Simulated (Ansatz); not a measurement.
**Sensitivity of the G0W0 gap of CdS (Greenockite)**

A base run on CdS (Greenockite), then changed inputs.

Calculated with Ansatz 0.2.0; G0W0 on PBE, plane waves, PAW.

### 1. Starting point

The structure is hexagonal, space group P6_3mc (No. 186). Conventional cell: a = 4.137 Å, b = 4.137 Å, c = 6.714 Å, α = 90.00°, β = 90.00°, γ = 120.00°. Cd has 4 S at 2.52 to 2.53 Å nearest. S has 4 Cd at 2.52 to 2.53 Å nearest. Farther neighbours and most contacts between anions are not listed.

The cell and positions come from the Crystallography Open Database and are kept as given unless a step says otherwise. The default PAW set here is soft_2. Its files were made with PBE.

### 2. The base run: 6×6×2 mesh, 105 empty bands, screening to 60 eV

G0W0 replaces the xc potential by the self-energy, built once from these orbitals. Only a window of levels is corrected, while the sums run over the empty bands that the input names.

input.yaml

```yaml
crystal:
  lattice:
    - [4.137, 0.0, 0.0]
    - [-2.0685, 3.5827470955, 0.0]
    - [0.0, 0.0, 6.7144]
  atoms:
    - { symbol: Cd, position: [0.6666666667, 0.3333333333, 0.0] }
    - { symbol: Cd, position: [0.3333333333, 0.6666666667, 0.5] }
    - { symbol: S, position: [0.6666666667, 0.3333333333, 0.375] }
    - { symbol: S, position: [0.3333333333, 0.6666666667, 0.875] }
kpoints:
  mp_grid: { grid: [6, 6, 2] }
hamiltonian:
  xc: pbe
scf:
  occupations: { method: fixed }
gw:
  n_empty_bands: 105
  ecut_chi: 60
  qp_bands: [v2, c2]
  qp_kpoints: band_edges
  screening: { model: contour_deformation }
```

Launch:

```console
ansatz run input.yaml --threads 3 --pin off --max-ram 92160MiB --backend cuda --events-out ev --progress --plain --runs-dir out --devices 1 --max-vram 13GiB
```

Numbers of over 12 decimals in the logs are rounded to 6 here.

The log of the run:

```text
GPUs: using 1 of 1 available (devices: 1).
Engine: ansatz 0.2.0, x86_64-unknown-linux-gnu
Pseudopotentials: kind: paw
Pseudopotential: Cd, paw, valence charge 20, recommended cutoff 420 eV (normal), Cd.paw.azcp
Pseudopotential: S, paw, valence charge 6, recommended cutoff 420 eV (normal), S.paw.azcp
Functional definition: PBE
  parameter kappa = 0.804
  parameter beta = 0.066725
  exchange = pbe_x(kappa = kappa, mu = beta*pi^2/3)
  correlation = pbe_c(beta = beta)
device memory: the entry about to start is reckoned to put 0.9 GiB on a device that reports 44.0 GiB free (of which the cap on the GPU budget leaves the run 13.0 GiB)
GPU FFT provider: cuFFT
GPU libraries: cuBLAS 13.8.2, cuFFT 12.4.0, cuSOLVER 12.3.4
Crystal: 4 atoms, lattice volume = 99.520 Å³
Basis set: ecut = 420 eV, 1943 PW (Γ)
Bands: 32, of which v1, the nominal top of the filled ones, is band 26 counted from 1 (25 counted from 0)
Symmetry: 12 space group operations
Space group: P63mc (ITA 186), of the structure as read, at distance tolerance 4.6e-5 Å
k-points: 14 of 72
Non-local potential: Cd, projectors of the file, l = 0: 3, l = 1: 2, l = 2: 2, l = 3: 1
Non-local potential: S, projectors of the file, l = 0: 2, l = 1: 2, l = 2: 2
PAW form: soft (Blöchl's): semilocal exchange-correlation on the pseudo side does not see the compensation charge
PAW one-centre angular grid: Cd, 590 points (default); XC on 64 Gauss nodes
PAW one-centre angular grid: S, 110 points (default); XC on 64 Gauss nodes
Initial density: superposition of atomic densities (neutral atoms: chi_scale 0, normalization atom), corrected by the library's trained network
Initial wavefunctions: pseudopotential atomic-orbital guess
GPU buffer pool allocated for 40500 grid points (all kernels)
GPU transforms: local potential and band sums: pruned to the plane-wave sphere, on 27×27×45
Functional: x = pbe(κ = 0.804, μ = 0.219515), c = pbe(β = 0.066725)
SCF iter   1: F=—  HF=-18315.619712 eV  |F-HF|=—  |Δ(HF+E_count)|=         —  Δρ=6.08e-4  dr2=4.38e-4  ethr=1.77e-3  ⟨swp⟩=4.0  Hψ=1522  notcnv=0  defer=54
preconditioner: auto → Resta (q_TF=auto, 2.449 Å⁻¹)  ε∞=4.7  [insulator: Δε(μ)=1.213 eV  Ē_g=11.682 eV  n_scr=22 (ndim 8)  ℏωp=22.3 eV  f_vac=0.127  ε∞_Penn≈4.7]
SCF iter   2: F=—  HF=-18315.621238 eV  |F-HF|=—  |Δ(HF+E_count)|=   1.53e-3  Δρ=2.83e-4  dr2=8.31e-5  ethr=8.43e-7  ⟨swp⟩=2.7  Hψ=967  notcnv=0  defer=56
SCF iter   3: F=—  HF=-18315.621311 eV  |F-HF|=—  |Δ(HF+E_count)|=   7.36e-5  Δρ=1.05e-4  dr2=9.06e-6  ethr=1.60e-7  ⟨swp⟩=2.0  Hψ=673  notcnv=0  defer=54
SCF iter   4: F=—  HF=-18315.621332 eV  |F-HF|=—  |Δ(HF+E_count)|=   2.07e-5  Δρ=3.83e-5  dr2=1.52e-6  ethr=1.74e-8  ⟨swp⟩=2.1  Hψ=672  notcnv=0  defer=54
[...]
E_xc         = -547.922726
  E_vxc        = -618.409260  (∫ρ·V_xc dr)
  E_paw        = -9367.582653  (= ΣΔE_a)
  E_vpaw       = -1090.571426  (= ΣTr[D̂ρ^β])
  E_aug_tail   = 0.000032  (compensation charges beyond the density's cutoff)
  E_ewald      = -5399.695785
  E_smearing   = -0.000000  (= −TS)
  E_closure    = 0.000000  (closes the sum)
  Σ components = -18315.621335   (vs F -18315.621335, Δ=0.00e0)
--- Band table (eV; the first three rows and the last of 14) ---
  k-point 0: bands = [... 22 lower, 6.0969, 6.8244, 6.8662, 6.8662, 8.0854, 9.6690, 13.3240, 13.3240, ... 2 higher]
  k-point 1: bands = [... 22 lower, 6.4678, 6.4678, 6.4678, 6.4678, 9.7287, 9.7287, 13.0507, 13.0507, ... 2 higher]
  k-point 2: bands = [... 22 lower, 5.6736, 5.7824, 6.6202, 6.6820, 9.2237, 10.5252, 12.6143, 13.6757, ... 2 higher]
  k-point 13: bands = [... 22 lower, 4.4524, 4.4524, 5.7464, 5.7464, 11.2761, 11.2761, 12.9576, 12.9576, ... 2 higher]
--- G₀W₀: contour deformation, 7 samples at zero and on the imaginary axis and 1 off it, 72 q-points, 105 empty bands' worth ---
  eigenvalues of the whole cell's RPA ε∞ on this k-mesh (on a slab, of 1 + 4πα/V) = 7.0222, 7.0222, 7.1765; static W/v taken at q = 0 is 0.140676
  bands read: the sum over 131 bands ends inside a degenerate multiplet in 7 slots, whose members it reads at an even weight; the widest, k=1: bands 131 to 134 (counted from 1) at 1/4 each
  gw.qp_kpoints: band_edges: 9 of 14 stored k-points solved, in 1 pass; an edge of the gap read off the rows below is read off those points alone
    valence top: of the k-points left out ik 8 came nearest to being solved in a further pass, in band 26 (counted from 1, as in the quasiparticle table): it holds the edge there only if its correction is more favourable than any solved in that band by at least 0.619 eV; those differ by 0.169 eV
    conduction bottom: of the k-points left out ik 8 came nearest to being solved in a further pass, in band 27 (counted from 1, as in the quasiparticle table): it holds the edge there only if its correction is more favourable than any solved in that band by at least 2.199 eV; those differ by 0.257 eV
    ik  band        ε_KS         Σx   Σc(E_QP)       V_xc       Z   E_QP_lin       E_QP  E_QP is
     0    25      6.8662   -20.8228     2.4813   -18.0644  0.7504     6.5866     6.5890  root
     0    26      6.8662   -20.8228     2.4813   -18.0644  0.7504     6.5866     6.5890  root
     0    27      8.0854    -8.7159    -3.3312   -12.4553  0.7887     8.4986     8.4936  root
     0    28      9.6690    -8.1983    -3.6892   -12.4422  0.7853    10.2348    10.2237  root
     1    25      6.4678   -20.2923     2.6019   -17.3517  0.7475     6.1254     6.1292  root
     1    26      6.4678   -20.2923     2.6019   -17.3517  0.7475     6.1254     6.1292  root
     1    27      9.7287    -8.7118    -3.6003   -12.8607  0.7798    10.2881    10.2773  root
     1    28      9.7287    -8.7118    -3.6003   -12.8607  0.7798    10.2881    10.2773  root
[...]
13    25      5.7464   -19.2572     2.8054   -16.0294  0.7390     5.3172     5.3241  root
    13    26      5.7464   -19.2572     2.8054   -16.0294  0.7390     5.3172     5.3241  root
    13    27     11.2761    -8.3301    -4.0278   -13.0227  0.7727    11.9609    11.9409  root
    13    28     11.2761    -8.3301    -4.0278   -13.0227  0.7727    11.9609    11.9409  root
[key lines of the parts left out:]
SCF converged after 6 iterations
Free energy (F): -18315.621335 eV
Fermi energy:    6.866229 eV
```

Elapsed: 12 s, on 1 × NVIDIA H100 80GB HBM3 (shared by 6 runs) with 3 threads of AMD EPYC 7R13 (Zen 3), shared host; peak memory 1.1 GiB.

Numbers from this step:

```
bands summed                                 : 131
RPA ε∞ on this mesh (eigenvalues)            : 7.022, 7.022, 7.176
plane waves in the screening matrix          : 99
q-points in the mesh                         : 72
G0W0 gap on the mesh                         : 1.905 eV
k of the valence top                         : 0, 0, 0
k of the conduction bottom                   : 0, 0, 0
starting gap on the mesh                     : 1.219 eV
Z at the valence top                         : 0.7504
Z at the conduction bottom                   : 0.7887
least direct G0W0 gap on the computed points : 1.905 eV
```

The gap on the mesh goes from 1.22 eV to 1.90 eV, a correction of +0.69 eV. Between the two edge states, bare exchange in place of the xc potential would open the gap by 6.50 eV, and correlation takes back 5.81 eV.

### 3. Variant: static remainder

This step: G0W0 on PBE, plane waves, norm-conserving pseudopotentials.

Changes to input.yaml since step 2:

```diff
@@ -14,2 +14,3 @@
   xc: pbe
+  pseudopotentials: { kind: nc }
 scf:
@@ -18,3 +19,3 @@
   n_empty_bands: 105
-  ecut_chi: 60
+  ecut_chi: 100
   qp_bands: [v2, c2]
@@ -22 +23,2 @@
   screening: { model: contour_deformation }
+  static_remainder: true
```

The log of the run:

```text
Warning: gw takes pair_densities: pseudo, which can misplace gaps by tens of per cent, since gw.static_remainder lacks the terms of the atoms
GPUs: using 1 of 1 available (devices: 1).
[...]
GPU FFT provider: cuFFT
GPU libraries: cuBLAS 13.8.2, cuFFT 12.4.0, cuSOLVER 12.3.4
Crystal: 4 atoms, lattice volume = 99.520 Å³
Basis set: ecut = 1071 eV, 7895 PW (Γ)
Bands: 32, of which v1, the nominal top of the filled ones, is band 26 counted from 1 (25 counted from 0)
Symmetry: 12 space group operations
[...]
k-points: 14 of 72
[...]
GPU buffer pool allocated for 145800 grid points (all kernels)
[...]
SCF iter   1: F=—  HF=-10136.026263 eV  |F-HF|=—  |Δ(HF+E_count)|=         —  Δρ=3.38e-2  dr2=8.22e-1  ethr=3.10e-3  ⟨swp⟩=6.6  Hψ=1797  notcnv=0  defer=54
[...]
SCF iter   8: F=-10135.834661 eV  HF=-10135.834661 eV  |F-HF|=4.87e-8  |Δ(HF+E_count)|=   5.89e-7  Δρ=5.04e-6  dr2=3.11e-8  ethr=1.92e-10  ⟨swp⟩=14.3  Hψ=2735  notcnv=0
SCF 1 converged in 8 iterations: F = -10135.834661 eV  dr2 = 3.11e-8
[...]
NSCF: frozen V_eff on 14 k-points, pencils in batches of 32, up to order 128
[...]
NSCF: frozen V_eff on 14 k-points
G₀W₀ screening: q 1/14
[... further progress lines ...]
SCF converged after 8 iterations
Free energy (F): -10135.834661 eV
[...]
Internal energy: -10135.834661 eV  (E = F + TS)
E sigma→0 (E₀):  -10135.834661 eV
Fermi energy:    6.942154 eV
[...]
--- Band table (eV; the first three rows and the last of 14) ---
  k-point 0: bands = [... 22 lower, 6.1740, 6.9003, 6.9422, 6.9422, 8.1614, 9.7476, 13.4095, 13.4095, ... 2 higher]
  k-point 1: bands = [... 22 lower, 6.5444, 6.5444, 6.5444, 6.5444, 9.8060, 9.8060, 13.1308, 13.1308, ... 2 higher]
  k-point 2: bands = [... 22 lower, 5.7504, 5.8599, 6.6965, 6.7583, 9.2997, 10.6036, 12.6970, 13.7591, ... 2 higher]
  k-point 13: bands = [... 22 lower, 4.5310, 4.5310, 5.8239, 5.8239, 11.3554, 11.3554, 13.0370, 13.0370, ... 2 higher]
[...]
static-remainder magnitude (band-truncation diagnostic): 0.7728 eV
[...]
0    25      6.9422   -18.2430     2.1070   -15.3070  0.7454     6.0790     6.1131  root
     0    26      6.9422   -18.2430     2.1070   -15.3070  0.7454     6.0790     6.1131  root
     0    27      8.1614    -6.9735    -3.5809   -10.6577  0.7861     8.2648     8.2645  root
     0    28      9.7476    -6.8632    -3.9293   -11.0234  0.7836     9.9800     9.9785  root
     1    25      6.5444   -17.9105     2.2584   -14.8021  0.7427     5.6565     5.6944  root
     1    26      6.5444   -17.9105     2.2584   -14.8021  0.7427     5.6565     5.6944  root
     1    27      9.8060    -7.0956    -3.8753   -11.1498  0.7774     9.9857     9.9848  root
     1    28      9.8060    -7.0956    -3.8753   -11.1498  0.7774     9.9857     9.9848  root
[...]
13    25      5.8239   -17.2212     2.5137   -13.8378  0.7347     4.9107     4.9541  root
    13    26      5.8239   -17.2212     2.5137   -13.8378  0.7347     4.9107     4.9541  root
    13    27     11.3554    -6.9478    -4.2958   -11.5434  0.7709    11.6583    11.6552  root
    13    28     11.3554    -6.9478    -4.2958   -11.5434  0.7709    11.6583    11.6552  root
```

The job ended after 25 s (1 × NVIDIA H100 80GB HBM3 (shared by 6 runs) with 3 threads; peak memory 1.4 GiB; 21 s of CPU time).

Against the base:

| setting | base | variant |
| --- | --- | --- |
| files | default PAW | norm-conserving |
| screening cutoff (eV) | 60 | 100 |
| static remainder | - | true |

| quantity | variant | base |
| --- | --- | --- |
| starting gap on the mesh | 1.219 | 1.219 |
| G0W0 gap on the mesh | 2.151 | 1.905 |
| least direct G0W0 gap on the computed points | 2.151 | 1.905 |
| Z at the valence top | 0.745 | 0.750 |
| Z at the conduction bottom | 0.786 | 0.789 |

### 4. Variant: no symmetry

This step: G0W0 on PBE, plane waves, PAW.

Changes to input.yaml since step 3:

```diff
@@ -10,2 +10,3 @@
     - { symbol: S, position: [0.3333333333, 0.6666666667, 0.875] }
+  symmetry: { detect: false }
 kpoints:
@@ -14,3 +15,2 @@
   xc: pbe
-  pseudopotentials: { kind: nc }
 scf:
@@ -19,3 +19,3 @@
   n_empty_bands: 105
-  ecut_chi: 100
+  ecut_chi: 60
   qp_bands: [v2, c2]
@@ -23,2 +23 @@
   screening: { model: contour_deformation }
-  static_remainder: true
```

The log of the run:

```text
GPUs: using 1 of 1 available (devices: 1).
[...]
GPU FFT provider: cuFFT
GPU libraries: cuBLAS 13.8.2, cuFFT 12.4.0, cuSOLVER 12.3.4
Crystal: 4 atoms, lattice volume = 99.520 Å³
Basis set: ecut = 420 eV, 1943 PW (Γ)
Bands: 32, of which v1, the nominal top of the filled ones, is band 26 counted from 1 (25 counted from 0)
Symmetry: 1 space group operations
k-points: 40 of 72 (time reversal used)
[...]
GPU buffer pool allocated for 40500 grid points (all kernels)
[...]
SCF iter   1: F=—  HF=-18315.619688 eV  |F-HF|=—  |Δ(HF+E_count)|=         —  Δρ=6.06e-4  dr2=4.26e-4  ethr=1.77e-3  ⟨swp⟩=4.5  Hψ=4329  notcnv=0  defer=158
[...]
SCF iter   6: F=-18315.621335 eV  HF=-18315.621335 eV  |F-HF|=8.57e-9  |Δ(HF+E_count)|=   1.67e-7  Δρ=2.45e-6  dr2=8.05e-9  ethr=1.88e-10  ⟨swp⟩=6.8  Hψ=5745  notcnv=0
SCF 1 converged in 6 iterations: F = -18315.621335 eV  dr2 = 8.05e-9
[...]
G₀W₀ screening: q 1/40
[... further progress lines ...]
SCF converged after 6 iterations
Free energy (F): -18315.621335 eV
[...]
Internal energy: -18315.621335 eV  (E = F + TS)
E sigma→0 (E₀):  -18315.621335 eV
Fermi energy:    6.866230 eV
[...]
--- Band table (eV; the first three rows and the last of 40) ---
  k-point 0: bands = [... 22 lower, 6.0969, 6.8244, 6.8662, 6.8662, 8.0854, 9.6690, 13.3240, 13.3240, ... 2 higher]
  k-point 1: bands = [... 22 lower, 6.4678, 6.4678, 6.4678, 6.4678, 9.7287, 9.7288, 13.0507, 13.0508, ... 2 higher]
  k-point 2: bands = [... 22 lower, 5.6736, 5.7824, 6.6202, 6.6820, 9.2237, 10.5252, 12.6143, 13.6757, ... 2 higher]
  k-point 39: bands = [... 22 lower, 5.5263, 5.5263, 5.5382, 5.5383, 10.3530, 10.3530, 12.2592, 12.2592, ... 2 higher]
[...]
0    25      6.8662   -20.8229     2.4813   -18.0644  0.7504     6.5866     6.5890  root
     0    26      6.8662   -20.8229     2.4813   -18.0644  0.7504     6.5866     6.5890  root
     0    27      8.0854    -8.7159    -3.3312   -12.4553  0.7887     8.4986     8.4936  root
     0    28      9.6690    -8.1983    -3.6892   -12.4422  0.7853    10.2348    10.2237  root
     1    25      6.4678   -20.2923     2.6019   -17.3517  0.7475     6.1253     6.1292  root
     1    26      6.4678   -20.2923     2.6019   -17.3517  0.7475     6.1253     6.1292  root
     1    27      9.7287    -8.7118    -3.6003   -12.8607  0.7798    10.2881    10.2773  root
     1    28      9.7287    -8.7118    -3.6003   -12.8607  0.7798    10.2881    10.2773  root
[...]
39    25      5.5382   -19.1708     2.8370   -15.8872  0.7374     5.0838     5.0917  root
    39    26      5.5383   -19.1706     2.8370   -15.8870  0.7374     5.0839     5.0918  root
    39    27     10.3530    -7.6581    -3.6785   -11.8121  0.7847    10.8366    10.8286  root
    39    28     10.3530    -7.6581    -3.6785   -11.8121  0.7847    10.8366    10.8286  root
```

Wall time 24 s (1 × NVIDIA H100 80GB HBM3 (shared by 6 runs) with 3 threads); peak memory 1.3 GiB.

The G0W0 gap on the mesh is 1.905 eV.

Against the base:

| setting | base | variant |
| --- | --- | --- |
| symmetry detection | - | false |

| quantity | variant | base |
| --- | --- | --- |
| starting gap on the mesh | 1.219 | 1.219 |
| G0W0 gap on the mesh | 1.905 | 1.905 |
| least direct G0W0 gap on the computed points | 1.905 | 1.905 |
| Z at the valence top | 0.750 | 0.750 |
| Z at the conduction bottom | 0.789 | 0.789 |

### 5. Outcome

| Property | Result |
| --- | --- |
| base | 1.90 eV, 12 s |
| static remainder | 2.15 eV, 25 s |
| no symmetry | 1.90 eV, 24 s |

Static remainder: the gap moves by +0.25 eV and the time by a factor of 2.2 (the plane-wave cutoff goes from 420 to 1071 eV); such settings are too crude to quote. The variant differs from the base in files, screening cutoff and static remainder together, so the change can't be laid to one of them. This option needs pseudo pair densities, which the log warns can misplace gaps. No symmetry: the gap moves by +0.00 eV and the time by a factor of 2.1. Symmetry itself changes the cost, not the physics. All runs here use a coarse mesh and modest cutoffs; they test settings and are not final values. The 6×6×2 mesh is coarse for this cell (its supercell is 13 Å along the shortest edge). The RPA ε∞ on it, from the PBE start, is 7.02 and 7.18; such meshes misread the long-range screening, most where the gap is narrow. The many-body steps are scalar-relativistic: spin-orbit coupling is not in them.

[Paths, hosts, dates, memory and timing lines, banners, echoed tables and standing remarks are left out of the program output.]

[Logs are printed without paths, hosts, clocks, repeated set-up lines and the standing remarks that a program may print on its own settings, such as how far it seeks lower states.]

[Runs of the session that timed out or met a known fault of the program may be left out.]

[Cells called generated may have been cut or substituted from an entry of the Crystallography Open Database or the Materials Project.]

[Hosts, paths, dates, database ids (printed as entryN), source tags and the programs' standing remarks are cut or masked in the printed files.]
